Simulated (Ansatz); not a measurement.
# Moving the pressure in Tc

The cell as given:

```cif
data_structure
_symmetry_space_group_name_H-M 'P6_3/mmc'
_symmetry_Int_Tables_number 194
_cell_length_a 2.7394
_cell_length_b 2.7394
_cell_length_c 8.7697
_cell_angle_alpha 90.000
_cell_angle_beta 90.000
_cell_angle_gamma 120.000
_cell_volume 56.99
loop_
_atom_site_label
_atom_site_type_symbol
_atom_site_symmetry_multiplicity
_atom_site_Wyckoff_symbol
_atom_site_fract_x
_atom_site_fract_y
_atom_site_fract_z
_atom_site_occupancy
Tc1 Tc 2 c 0.66667 0.33333 0.75000 1
Tc2 Tc 2 a 0.00000 0.00000 0.50000 1
```

Kept alike: task relaxation of cell and atoms; functional PBEsol; k mesh 11 × 11 × 3; occupations fermi-dirac, width 0.05 eV; no spin polarisation. Program: Ansatz, Ansatz PAW (files of its older set among them), cutoff 500 eV. The mesh is that of the run's cell of 4 atoms. No spin-orbit coupling.

```csv
"pressure, P (GPa)",volume (Å³/atom),first edge of the run's cell (Å),third edge of the run's cell (Å)
0,14.013,2.720,8.748
2,13.929,2.714,8.731
5,13.809,2.707,8.707
10,13.620,2.694,8.667
20,13.278,2.671,8.595
30,12.976,2.651,8.529
```

The relaxations keep at least the cell's symmetry (P6_3/mmc). For a metal such a mesh leaves the last digits unconverged. The runs follow the start's structure, whether or not it is the stable one at these pressures. P is the pressure aimed at, which the runs meet within some hundredths to tenths of a GPa. All rows use potentials made for PBE.

The volume falls from 14.013 to 12.976 Å³/atom between 0 and 30 GPa. The volume falls ever more slowly, since the solid stiffens under load. At the pressures aimed at, which the runs meet within some tenths of a GPa, the step from 0 to 5 GPa gives a mean bulk modulus near 341 GPa, the last step 435 GPa. The first edge of the run's cell falls from 2.720 to 2.651 Å between 0 and 30 GPa. The third edge of the run's cell falls from 8.748 to 8.529 Å between 0 and 30 GPa.
